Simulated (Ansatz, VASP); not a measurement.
# Al2Pt in VASP and in Ansatz

```
Al Pt
1.0
     0.00000    2.95500    2.95500
     2.95500    0.00000    2.95500
     2.95500    2.95500    0.00000
Al Pt
2 1
Direct
  0.25000 0.25000 0.25000
  0.75000 0.75000 0.75000
  0.00000 0.00000 0.00000
```

Alike in both runs: task single point; functional PBE; k mesh 9 × 9 × 9; occupations fermi-dirac, width 0.05 eV; no spin polarisation.

|  | VASP | Ansatz |
| --- | --- | --- |
| version | VASP 6.6.1 | Ansatz 0.2.0 |
| potentials or method | VASP PAW PBE potentials, release 64 (Al, Pt), cutoff 520 eV | all-electron LAPW, scalar-relativistic |

VASP gave:

* pressure (GPa): 2.2

Question: What did Ansatz give for the same quantities?

Answer: Pressure (GPa): 2.4.

Ansatz ran all-electron here, so the differences hold the error of VASP's frozen core and of both bases.

The runs have no spin-orbit coupling, so splittings on Pt are missing.
